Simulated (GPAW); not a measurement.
# TePb (Fm-3m) in GPAW: a series of runs

The runs below take TePb through single point, with PBE.

All numbers are computed with GPAW 26.7.0; they aren't measurements. Logs are shortened: lines on timing, memory, paths and dates and some standing lists are left out, and cuts for length are marked. The log counts tension as positive stress, the text compression.

**The experiment to reproduce.**

A printed reference work, monograph reports, for a bulk crystal of TePb at 4.2 K: band gap 0.19 eV (direct).

How close the calculation comes is told below.

## (1) The structure

Symmetry: Fm-3m, No. 225, cubic system. The conventional cell has a = 6.462 Å, b = 6.462 Å, c = 6.462 Å, α = 90.00°, β = 90.00°, γ = 90.00°. Pb (site symmetry m-3m) has 6 Te at 3.23 Å as nearest neighbours. Around Te (site symmetry m-3m) lie 6 Pb at 3.23 Å.

## (2) Single point, PBE

Contents of run.py:

```python
from ase import Atoms
from ase.dft.bandgap import bandgap
from ase.io import write
from ase.units import GPa
from gpaw import GPAW, PW

atoms = Atoms(['Pb', 'Te'],
              cell=[[0.0, 3.231, 3.231],
                    [3.231, 0.0, 3.231],
                    [3.231, 3.231, 0.0]],
              scaled_positions=[[0.0, 0.0, 0.0],
                                [0.5, 0.5, 0.5]],
              pbc=True)

calc = GPAW(mode=PW(450),
            xc='PBE',
            kpts={'size': (6, 6, 6), 'gamma': True},
            occupations={'name': 'fermi-dirac', 'width': 0.05},
            nbands=19,
            maxiter=120,
            txt='gpaw.txt')
atoms.calc = calc
energy = atoms.get_potential_energy()
forces = atoms.get_forces()
stress = atoms.get_stress()
calc.write('gs.gpw')
write('result.traj', atoms)
print(f'Energy: {energy:.6f} eV')
print('Forces (eV/A):')
print(forces.round(4))
print('Stress (GPa):', (stress / GPa).round(3))
print('Fermi level:', round(calc.get_fermi_level(), 4), 'eV')
print(f'Gap: {bandgap(calc)[0]:.4f} eV, direct: {bandgap(calc, direct=True)[0]:.4f} eV')
```

Potentials or basis: GPAW PAW data sets (gpaw-data 1.2.1), pw.

Command:

```bash
$ OMP_NUM_THREADS=1 python run.py
```

gpaw.txt:

```text
__  _  _
 | _ |_)|_||  |
 |__||  | ||/\| - 26.7.0

Input parameters:
  mode=PW(ecut=450.00000000000006),
  kpts=MonkhorstPack(size=(6, 6, 6), gamma=True),
  maxiter=120,
  nbands=19,
  occupations=Occupations(name='fermi-dirac', width=0.05),
  xc=XC(name='PBE')

Diagonalizing LCAO Hamiltonian
Converting LCAO to pw mode

                 Te

       Pb

Atoms  # Å, Bohr magnetons
|   | symbol |        x |        y |        z |    initial magnetic moments |
|---|--------|----------|----------|----------|-----------------------------|
| 0 |     Pb | 0.000000 | 0.000000 | 0.000000 | ( 0.0000,  0.0000,  0.0000) |
| 1 |     Te | 3.231000 | 3.231000 | 3.231000 | ( 0.0000,  0.0000,  0.0000) |

Unit cell  # Å
| periodic |        x |        y |        z |  lengths |    angles |
|----------|----------|----------|----------|----------|-----------|
|      yes | 0.000000 | 3.231000 | 3.231000 | 4.569324 | 60.000000 |
|      yes | 3.231000 | 0.000000 | 3.231000 | 4.569324 | 60.000000 |
|      yes | 3.231000 | 3.231000 | 0.000000 | 4.569324 | 60.000000 |

Number of symmetries: 48
Symmetry operations  # r_c * U_cc + t_c -> r_c
|    | kind |            matrix            |
|----|------|------------------------------|
|  0 |  σ   |  1, 0, 0,  1, 0,-1,  1,-1, 0 |
|  1 |  C2  |  1, 0, 0,  1,-1, 0,  1, 0,-1 |
|  2 |  E   |  1, 0, 0,  0, 1, 0,  0, 0, 1 |
|  3 |  σ   |  1, 0, 0,  0, 0, 1,  0, 1, 0 |
|  4 |  C4  |  1, 0,-1,  1, 0, 0,  1,-1, 0 |
|  5 |  S6  |  1, 0,-1,  1,-1, 0,  1, 0, 0 |
|  6 |  σ   |  1, 0,-1,  0, 1,-1,  0, 0,-1 |
|  7 |  C3  |  1, 0,-1,  0, 0,-1,  0, 1,-1 |
|  8 |  S6  |  1,-1, 0,  1, 0, 0,  1, 0,-1 |
|  9 |  C4  |  1,-1, 0,  1, 0,-1,  1, 0, 0 |
| 10 |  C3  |  1,-1, 0,  0,-1, 1,  0,-1, 0 |
| 11 |  σ   |  1,-1, 0,  0,-1, 0,  0,-1, 1 |
| 12 |  σ   |  0, 1, 0,  1, 0, 0,  0, 0, 1 |
| 13 |  C4  |  0, 1, 0,  0, 1,-1, -1, 1, 0 |
| 14 |  C3  |  0, 1, 0,  0, 0, 1,  1, 0, 0 |
| 15 |  S6  |  0, 1, 0, -1, 1, 0,  0, 1,-1 |
| 16 |  C2  |  0, 1,-1,  1, 0,-1,  0, 0,-1 |
| 17 |  σ   |  0, 1,-1,  0, 1, 0, -1, 1, 0 |
| 18 |  S4  |  0, 1,-1,  0, 0,-1,  1, 0,-1 |
| 19 |  C4  |  0, 1,-1, -1, 1, 0,  0, 1, 0 |
| 20 |  C3  |  0, 0, 1,  1, 0, 0,  0, 1, 0 |
| 21 |  σ   |  0, 0, 1,  0, 1, 0,  1, 0, 0 |
| 22 |  S6  |  0, 0, 1,  0,-1, 1, -1, 0, 1 |
| 23 |  C4  |  0, 0, 1, -1, 0, 1,  0,-1, 1 |
| 24 |  S4  |  0, 0,-1,  1, 0,-1,  0, 1,-1 |
| 25 |  C3  |  0, 0,-1,  0, 1,-1,  1, 0,-1 |
| 26 |  C2  |  0, 0,-1,  0,-1, 0, -1, 0, 0 |
| 27 |  S6  |  0, 0,-1, -1, 0, 0,  0,-1, 0 |
| 28 |  S4  |  0,-1, 1,  1,-1, 0,  0,-1, 0 |
| 29 |  C4  |  0,-1, 1,  0, 0, 1, -1, 0, 1 |
| 30 |  C2  |  0,-1, 1,  0,-1, 0,  1,-1, 0 |
| 31 |  σ   |  0,-1, 1, -1, 0, 1,  0, 0, 1 |
| 32 |  C3  |  0,-1, 0,  1,-1, 0,  0,-1, 1 |
| 33 |  S6  |  0,-1, 0,  0, 0,-1, -1, 0, 0 |
| 34 |  S4  |  0,-1, 0,  0,-1, 1,  1,-1, 0 |
| 35 |  C2  |  0,-1, 0, -1, 0, 0,  0, 0,-1 |
| 36 |  C2  | -1, 1, 0,  0, 1, 0,  0, 1,-1 |
| 37 |  S6  | -1, 1, 0,  0, 1,-1,  0, 1, 0 |
| 38 |  S4  | -1, 1, 0, -1, 0, 1, -1, 0, 0 |
| 39 |  C3  | -1, 1, 0, -1, 0, 0, -1, 0, 1 |
| 40 |  S6  | -1, 0, 1,  0, 0, 1,  0,-1, 1 |
| 41 |  C2  | -1, 0, 1,  0,-1, 1,  0, 0, 1 |
| 42 |  C3  | -1, 0, 1, -1, 1, 0, -1, 0, 0 |
| 43 |  S4  | -1, 0, 1, -1, 0, 0, -1, 1, 0 |
| 44 |  C2  | -1, 0, 0,  0, 0,-1,  0,-1, 0 |
| 45 |  i   | -1, 0, 0,  0,-1, 0,  0, 0,-1 |
| 46 |  σ   | -1, 0, 0, -1, 1, 0, -1, 0, 1 |
| 47 |  C2  | -1, 0, 0, -1, 0, 1, -1, 1, 0 |

BZ-sampling:
  Number of BZ points: 216
  Number of IBZ points: 16

  Monkhorst-Pack size: [6, 6, 6]
  Monkhorst-Pack shift: [0.08333333333333333, 0.08333333333333333, 0.08333333333333333]

K-points  # in reciprocal-cell coordinates
|     |                                coordinates |     weight |
|-----|--------------------------------------------|------------|
|   0 | (  0.00000000,   0.00000000,   0.00000000) | 0.00462963 |
|   1 | (  0.16666667,   0.16666667,   0.00000000) | 0.02777778 |
|   2 | (  0.16666667,   0.16666667,   0.16666667) | 0.03703704 |
|   3 | (  0.33333333,   0.16666667,   0.16666667) | 0.05555556 |
|   4 | (  0.33333333,   0.33333333,  -0.33333333) | 0.05555556 |
|   5 | (  0.33333333,   0.33333333,   0.00000000) | 0.02777778 |
|   6 | (  0.33333333,   0.33333333,   0.16666667) | 0.11111111 |
|   7 | (  0.33333333,   0.33333333,   0.33333333) | 0.03703704 |
|   8 | (  0.50000000,   0.33333333,  -0.33333333) | 0.11111111 |
|   9 | (  0.50000000,   0.33333333,  -0.16666667) | 0.05555556 |
| ... |                                            |            |
|  15 | (  0.50000000,   0.50000000,   0.50000000) | 0.01851852 |

Plane wave coefficients: 1484
Cutoff: 450.00000000000006 eV

Spin-components: 1 (collinear spins)
Bands:           19
Projectors:      11
Spin-degeneracy: 2
Datatype:        complex128

Parallelization:
  kpt:    1
  domain: 1
  band:   1

Density:
  Valence electrons: 20.0
  Components: 1
  Grid points: [24 24 24]
  Charge: 0.0  # |e|

Potential:
  Grid points: [24 24 24]

species:
  Pb:
    name:    Lead
    Z:       82.0
    valence: 14
    core:    68
    charge:  0.0  # [|e|]
    compensation charges:
      type: gauss
      rc: 0.38  # [Å]
      lmax: 2
    cutoffs:
      filter: 2.36  # [Å]
      core: 2.43  # [Å]
    projectors
    | kind |    occ | energy [eV] | rcut [Å] |
    |------|--------|-------------|----------|
    |   6s |  2.000 |     -11.969 |    1.259 |
    |   6p |  2.000 |      -3.506 |    1.275 |
    |   5d | 10.000 |     -21.211 |    1.217 |
    |    s |        |      15.243 |    1.259 |
    |    p |        |      23.705 |    1.275 |
    |    d |        |       6.001 |    1.217 |

    Using partial waves for Pb as LCAO basis

  Te:
    name:    Tellurium
    Z:       52.0
    valence: 6
    core:    46
    charge:  0.0  # [|e|]
    compensation charges:
      type: gauss
      rc: 0.36  # [Å]
      lmax: 2
    cutoffs:
      filter: 2.09  # [Å]
      core: 3.17  # [Å]
    projectors
    | kind |    occ | energy [eV] | rcut [Å] |
    |------|--------|-------------|----------|
    |   5s |  2.000 |     -15.089 |    1.180 |
    |   5p |  4.000 |      -5.955 |    1.196 |
    |    s |        |      12.123 |    1.180 |
    |    p |        |      21.256 |    1.196 |
    |    d |        |       0.000 |    1.238 |

    Using partial waves for Te as LCAO basis

Reference energy: -752065.146798  # eV

eigensolver:
  PPCG
  Converge bands: occupied
  niter=2

density mixing:
  MSR1-Mixer
  Pratt-step length: 0.05
  Maximum mixing coefficient: 0.75
  Old densities: 10
  SVD Regularization: 0.005
  Good broyden scale: 1.0
  Trust region scale: 1.0
  Backstep threshold: 4.0
  History deletion threshold: 6.0
  Fourier metric: weight=20.0, sigma=0.015

occupation numbers:
  Fermi-Dirac:
    width: 0.0500  # eV

poisson solver:
  ecut: 3600.0000000000005  # eV

xc functional:
  name: PBE with 2 nearest neighbor stencil

convergence criteria:
- Maximum [total energy] change in last 3 cyles: 0.0005 eV / valence electron
- Maximum integral of absolute [dens]ity change: 0.0001 electrons / valence electron
- Maximum integral of absolute [eigenst]ate change: 4e-08 eV^2 / valence electron
maximum number of iterations: 120

SCF iterations
|iter     | |      energy | eigst |  dens |
|---------|-|-------------|-------|-------|
|iter:   1| |   -7.880900 | -0.17 |       |
|iter:   2| |   -7.859261 | -2.01 | -1.35 |
|iter:   3| |   -7.771754 | -2.11 | -1.40 |
|iter:   4| |   -7.773547 | -3.89 | -2.00 |
|iter:   5| |   -7.774011c| -4.39 | -2.42 |
|iter:   6| |   -7.774020c| -5.92 | -3.33 |
|iter:   7| |   -7.774021c| -6.88 | -3.91 |
|iter:   8| |   -7.774021c| -7.82c| -4.61c|

Converged in 8 steps
Energy contributions relative to reference atoms: (reference = -752065.146798)

Energy contributions:
  Kinetic:          20.261605
  Coulomb:         -20.539473
  Zero:              0.170212
  External:          0.000000
  Xc:               -7.666351
  Entropy:          -0.000030
  Spinorbit:         0.000000
  ----------------------------
  Free energy:      -7.774036
  Extrapolated:     -7.774021

dipole moment: (-27.311552, -27.311552, -27.311552)  # |e|*Ang

Fermi level: 6.044
Eigenvalues  # (at kpt = [0.000, 0.000, 0.000])
| band index |      eig [eV] | occ [0-2] |
|------------|---------------|-----------|
|          0 |       -11.049 |     2.000 |
|        ... |               |           |
|          2 |       -11.036 |     2.000 |
|          3 |       -11.036 |     2.000 |
|          4 |       -11.036 |     2.000 |
|          5 |        -6.328 |     2.000 |
|          6 |         0.141 |     2.000 |
|          7 |         4.304 |     2.000 |
[... 9 lines left out ...]
|         17 |        13.308 |     0.000 |
|         18 |        13.718 |     0.000 |

Gap: 0.693 eV
Transition (v -> c):
  (s=0, k=15, n=9, [0.50, 0.50, 0.50]) -> (s=0, k=15, n=10, [0.50, 0.50, 0.50])
No difference between direct/indirect transitions

Forces  # eV/Ang
|        x |       y |        z |
|----------|---------|----------|
| -0.00000 | 0.00000 | -0.00000 |  # Pb   0
|  0.00000 | 0.00000 | -0.00000 |  # Te   1

Stress tensor  # eV/Ang^3
|         x |         y |         z |
|-----------|-----------|-----------|
| -0.008445 |  0.000000 |  0.000000 |
|  0.000000 | -0.008445 | -0.000000 |
|  0.000000 | -0.000000 | -0.008445 |

# Writing to gs.gpw (mode='')
```

Wall time 12 s (1 thread of AMD EPYC 7R43 (Zen 3), shared host); peak memory 0.15 GiB.

What came out:

```yaml
Free_energy: -7.7740 eV
Pressure: 1.4 GPa
Band_gap_on_the_k_mesh: 0.69 eV, direct
```

Caveat: the cutoff is short for stress and forces, so pressures can be off by a GPa or more; spin-orbit coupling is left out, which as a rule narrows the gap of such compounds by several tenths of an eV.

## (3) Single point, PBE

Contents of run.py:

```python
from ase.dft.bandgap import bandgap
from ase.io import write
from ase.spacegroup import crystal
from ase.units import GPa
from gpaw import GPAW, PW

# Pb 4a
# Te 4b
atoms = crystal(['Pb', 'Te'],
                basis=[[0.0, 0.0, 0.0],
                       [0.5, 0.0, 0.0]],
                spacegroup=225, setting=1,  # Fm-3m
                cellpar=[6.462, 6.462, 6.462, 90.0, 90.0, 90.0],
                primitive_cell=True)

calc = GPAW(mode=PW(500),
            xc='PBE',
            kpts={'size': (6, 6, 6), 'gamma': True},
            occupations={'name': 'fermi-dirac', 'width': 0.05},
            nbands=19,
            convergence={'density': 1e-05, 'energy': 1e-05},
            maxiter=80,
            txt='gpaw.txt')
atoms.calc = calc
energy = atoms.get_potential_energy()
forces = atoms.get_forces()
stress = atoms.get_stress()
calc.write('gs.gpw')
write('result.traj', atoms)
print(f'Energy: {energy:.6f} eV')
print('Forces (eV/A):')
print(forces.round(4))
print('Stress (GPa):', (stress / GPa).round(3))
print('Fermi level:', round(calc.get_fermi_level(), 4), 'eV')
print(f'Gap: {bandgap(calc)[0]:.4f} eV, direct: {bandgap(calc, direct=True)[0]:.4f} eV')
```

Potentials or basis: GPAW PAW data sets (gpaw-data 1.2.1), pw.

Command:

```bash
$ OMP_NUM_THREADS=1 python run.py
```

gpaw.txt:

```text
__  _  _
 | _ |_)|_||  |
 |__||  | ||/\| - 26.7.0

Input parameters:
  mode=PW(ecut=500.0),
  convergence={'density': 1e-05, 'energy': 1e-05},
  kpts=MonkhorstPack(size=(6, 6, 6), gamma=True),
  maxiter=80,
  nbands=19,
  occupations=Occupations(name='fermi-dirac', width=0.05),
  xc=XC(name='PBE')

Diagonalizing LCAO Hamiltonian
Converting LCAO to pw mode

                 Te

       Pb

Atoms  # Å, Bohr magnetons
|   | symbol |        x |        y |        z |    initial magnetic moments |
|---|--------|----------|----------|----------|-----------------------------|
| 0 |     Pb | 0.000000 | 0.000000 | 0.000000 | ( 0.0000,  0.0000,  0.0000) |
| 1 |     Te | 3.231000 | 3.231000 | 3.231000 | ( 0.0000,  0.0000,  0.0000) |

Unit cell  # Å
| periodic |        x |        y |        z |  lengths |    angles |
|----------|----------|----------|----------|----------|-----------|
|      yes | 0.000000 | 3.231000 | 3.231000 | 4.569324 | 60.000000 |
|      yes | 3.231000 | 0.000000 | 3.231000 | 4.569324 | 60.000000 |
|      yes | 3.231000 | 3.231000 | 0.000000 | 4.569324 | 60.000000 |

Number of symmetries: 48
Symmetry operations  # r_c * U_cc + t_c -> r_c
|    | kind |            matrix            |
|----|------|------------------------------|
|  0 |  σ   |  1, 0, 0,  1, 0,-1,  1,-1, 0 |
|  1 |  C2  |  1, 0, 0,  1,-1, 0,  1, 0,-1 |
|  2 |  E   |  1, 0, 0,  0, 1, 0,  0, 0, 1 |
|  3 |  σ   |  1, 0, 0,  0, 0, 1,  0, 1, 0 |
|  4 |  C4  |  1, 0,-1,  1, 0, 0,  1,-1, 0 |
[... 168 lines left out ...]

convergence criteria:
- Maximum integral of absolute [dens]ity change: 1e-05 electrons / valence electron
- Maximum [total energy] change in last 3 cyles: 1e-05 eV / valence electron
- Maximum integral of absolute [eigenst]ate change: 4e-08 eV^2 / valence electron
maximum number of iterations: 80

SCF iterations
|iter     | |      energy | eigst |  dens |
|---------|-|-------------|-------|-------|
|iter:   1| |   -7.901141 | -0.16 |       |
|iter:   2| |   -7.879557 | -1.98 | -1.35 |
|iter:   3| |   -7.792643 | -2.12 | -1.40 |
|iter:   4| |   -7.794456 | -3.82 | -2.00 |
|iter:   5| |   -7.794926 | -4.36 | -2.42 |
|iter:   6| |   -7.794936 | -5.88 | -3.31 |
|iter:   7| |   -7.794937c| -6.84 | -3.88 |
|iter:   8| |   -7.794937c| -7.81c| -4.60 |
|iter:   9| |   -7.794937c| -8.04c| -5.53c|

Converged in 9 steps
Energy contributions relative to reference atoms: (reference = -752065.146798)

Energy contributions:
  Kinetic:          19.968379
  Coulomb:         -20.255876
  Zero:              0.148381
  External:          0.000000
  Xc:               -7.655806
  Entropy:          -0.000030
  Spinorbit:         0.000000
  ----------------------------
  Free energy:      -7.794952
  Extrapolated:     -7.794937

dipole moment: (-27.310650, -27.310650, -27.310650)  # |e|*Ang

Fermi level: 6.044
Eigenvalues  # (at kpt = [0.000, 0.000, 0.000])
| band index |      eig [eV] | occ [0-2] |
|------------|---------------|-----------|
|          0 |       -11.050 |     2.000 |
|        ... |               |           |
|          2 |       -11.037 |     2.000 |
|          3 |       -11.037 |     2.000 |
|          4 |       -11.037 |     2.000 |
|          5 |        -6.328 |     2.000 |
|          6 |         0.141 |     2.000 |
|          7 |         4.303 |     2.000 |
[... 9 lines left out ...]
|         17 |        13.308 |     0.000 |
|         18 |        13.718 |     0.000 |

Gap: 0.692 eV
Transition (v -> c):
  (s=0, k=15, n=9, [0.50, 0.50, 0.50]) -> (s=0, k=15, n=10, [0.50, 0.50, 0.50])
No difference between direct/indirect transitions

Forces  # eV/Ang
|        x |       y |       z |
|----------|---------|---------|
| -0.00000 | 0.00000 | 0.00000 |  # Pb   0
|  0.00000 | 0.00000 | 0.00000 |  # Te   1

Stress tensor  # eV/Ang^3
|         x |         y |         z |
|-----------|-----------|-----------|
| -0.010683 |  0.000000 |  0.000000 |
|  0.000000 | -0.010683 |  0.000000 |
|  0.000000 |  0.000000 | -0.010683 |

# Writing to gs.gpw (mode='')
```

stdout:

```text
Energy: -7.794937 eV
Forces (eV/A):
[[-0.  0.  0.]
 [ 0.  0.  0.]]
Stress (GPa): [-1.712 -1.712 -1.712  0.     0.     0.   ]
Fermi level: 6.0436 eV
Gap: 0.6922 eV, direct: 0.6922 eV
```

Run time: 8.3 s. Hardware: 1 thread of Intel Xeon Platinum 8488C (Sapphire Rapids), shared host; peak memory 0.15 GiB.

Results:

- Free energy: -7.7950 eV
- Pressure: 1.7 GPa
- Band gap on the k mesh: 0.69 eV, direct

Caveat: the cutoff is short for stress and forces, so pressures can be off by a GPa or more; spin-orbit coupling is left out, which as a rule narrows the gap of such compounds by several tenths of an eV.

## (4) Single point, PBE

Contents of run.py:

```python
from ase import Atoms
from ase.dft.bandgap import bandgap
from ase.io import write
from ase.units import GPa
from gpaw import GPAW, PW

atoms = Atoms(['Pb', 'Te'],
              cell=[[0.0, 3.231, 3.231],
                    [3.231, 0.0, 3.231],
                    [3.231, 3.231, 0.0]],
              scaled_positions=[[0.0, 0.0, 0.0],
                                [0.5, 0.5, 0.5]],
              pbc=True)

calc = GPAW(mode=PW(900),
            xc='PBE',
            kpts={'size': (6, 6, 6), 'gamma': True},
            occupations={'name': 'fermi-dirac', 'width': 0.05},
            nbands=19,
            convergence={'density': 1e-05, 'energy': 1e-05},
            maxiter=75,
            txt='gpaw.txt')
atoms.calc = calc
energy = atoms.get_potential_energy()
forces = atoms.get_forces()
stress = atoms.get_stress()
calc.write('gs.gpw')
write('result.traj', atoms)
print(f'Energy: {energy:.6f} eV')
print('Forces (eV/A):')
print(forces.round(4))
print('Stress (GPa):', (stress / GPa).round(3))
print('Fermi level:', round(calc.get_fermi_level(), 4), 'eV')
print(f'Gap: {bandgap(calc)[0]:.4f} eV, direct: {bandgap(calc, direct=True)[0]:.4f} eV')
```

Command:

```bash
$ OMP_NUM_THREADS=1 python run.py
```

Wall time 11 s (1 thread of AMD EPYC 9R14 (Zen 4), shared host); peak memory 0.21 GiB.

Results (log left out):

```yaml
Free_energy: -7.8015 eV
Pressure: 1.9 GPa
Band_gap_on_the_k_mesh: 0.69 eV, direct
```

Levels at points of the mesh, in eV from the valence-band top:
```
           k point  band 7  band 8  band 9  band 10  band 11  band 12  band 13  band 14
(0.00, 0.00, 0.00)   -5.55   -1.39   -1.39    -1.39     4.02     4.02     4.02     5.79
(0.50, 0.50, 0.00)   -7.25   -4.54   -2.84    -2.84     3.27     5.42     5.42     6.66
(0.50, 0.50, 0.50)   -8.55   -0.93   -0.93     0.00     0.69     1.22     1.22     8.36
```

Caveat: spin-orbit coupling is left out, which as a rule narrows the gap of such compounds by several tenths of an eV. A k mesh can miss the band edges.

## (5) Overview

| cutoff (eV) | maxiter | convergence | other keys | gap on the mesh (eV) | pressure (GPa) |
| --- | --- | --- | --- | --- | --- |
| 450 | 120 | default | - | 0.69 | 1.4 |
| 500 | 80 | - | several, not listed | 0.69 | 1.7 |
| 900 | 75 | - | several, not listed | 0.69 | 1.9 |

Alike in all rows: task single point; level PBE; potentials or basis GPAW PAW data sets (gpaw-data 1.2.1), pw; no spin polarisation; cell as given; k mesh 6 × 6 × 6; smearing fermi-dirac 0.05 eV.

Caveats: spin-orbit coupling is left out, which as a rule narrows the gap of such compounds by several tenths of an eV; the cutoff is short for stress and forces, so pressures can be off by a GPa or more (some runs).

Absolute energies hang on the potentials; compare differences alone.

## (6) Against experiment

Step 2. Against the measured gap of TePb, 0.19 eV (direct; 4.2 K; a printed reference work, monograph), the calculated 0.69 eV is off by +0.50 eV. Spin-orbit coupling on Pb, Te is left out. The value is that of PBE on a finite k mesh, which can miss the band edges, without temperature or zero-point motion.
